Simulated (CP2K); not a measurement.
CoO:

```
Co O
1.0
     3.01440    0.00000    0.00000
     1.50720    2.61054    0.00000
     1.50720    0.87018    2.46124
Co O
1 1
Direct
  0.00000 0.00000 0.00000
  0.50000 0.50000 0.50000
```

Base run:

| Item | Value |
| --- | --- |
| Program | CP2K 2026.2 |
| Functional | PBE |
| Dispersion | rVV10 |
| Potentials or basis | POTENTIAL_UZH Co GTH-PBE-q17, O GTH-PBE-q6; TZVP-MOLOPT-PBE-GTH basis |
| Density cutoff | 11565 eV |
| k mesh | 11 × 11 × 11 |
| Occupations | fermi-dirac, width 0.05 eV |
| Spin | collinear spin, ferromagnetic start |
| Starting moments | [2.0, 0.0] μB |

Its results: pressure -2.7 GPa; site moments Co +2.74; O +0.26 μB.

Q: The run is repeated on the same cell with these changes: dispersion from rVV10 to none. What comes out?

A: Pressure -0.3 GPa; site moments Co +2.74; O +0.26 μB.

Dispersion adds attraction, which lowers the pressure at fixed volume.

Caveats: the basis of atomic orbitals isn't converged, which shifts pressures, moduli and gaps; the total moment is fixed, so each spin has its own Fermi level; a cell with one magnetic atom can't hold antiferromagnetic order, which such compounds often take.
